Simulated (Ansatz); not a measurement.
Runs of Ansatz 0.2.0 on ZrC. Symmetry: Fm-3m, No. 225, cubic system. The conventional cell has a = 4.730 Å, b = 4.730 Å, c = 4.730 Å, α = 90.00°, β = 90.00°, γ = 90.00°. Zr (site symmetry m-3m) has 6 C at 2.37 Å as nearest neighbours. C (site symmetry m-3m) has 6 Zr at 2.37 Å as nearest neighbours. 

```csv
task,level,potentials or basis,spin,U,cell,cutoff (eV),points for each segment of the path,hubbard projectors,double counting,gap on the mesh (eV),pressure (GPa),V0 of scaled cells (Å³/atom),relaxed volume (Å³/atom),B0 (GPa)
relaxation of cell and atoms,PBE,Ansatz PAW,off,-,relaxed,420,-,-,-,none,0.0,-,(c),-
single point,PBE,Ansatz PAW,off,-,as given,800,-,-,-,none,-2.9,-,-,-
band structure,m-r2SCAN,Ansatz PAW,off,-,as given,500,14,-,-,none,-2.6,-,-,-
equation of state,LDA,JTH PAW LDA,off,-,as given,990,-,-,-,-,-,12.49,-,247
equation of state,revPBE,Ansatz PAW,off,-,as given,420,-,-,-,-,-,13.19,-,(a)
relaxation of cell and atoms,PBEsol+U,Ansatz PAW,off,Zr d U = 3.5 eV,relaxed,420,-,ortho-atomic (the default),fll (the default),none,0.0,-,13.02,-
equation of state,LDA,PseudoDojo LDA,off,-,as given,1116,-,-,-,-,-,(b),-,247
band structure,LDA,Ansatz PAW,"SOC, no magnetisation",-,as given,420,14,-,-,none,-12.5,-,-,-
```

Alike in all rows: k mesh 10 × 10 × 10; smearing fermi-dirac 0.05 eV.

Fill in the values left out.

(a) 215; (b) 12.52; (c) 13.05.

Caveats: the PAW data sets come from PBE, with cores solved anew for the run's functional, which leaves a small shift of forces and pressure (some runs); the plane-wave basis is chosen anew once the cell has moved, so the energies of steps on either side of that aren't comparable (some runs); the potentials were made for another functional, which shifts forces and pressure (some runs); U without spin polarisation on a metal has little footing (some runs); the U is typed as a test and isn't derived for this compound (some runs).

A k mesh can miss the band edges, and rows without SOC leave out spin-orbit coupling on Zr.

A gap of «none» marks a metal or a gap under the smearing width.
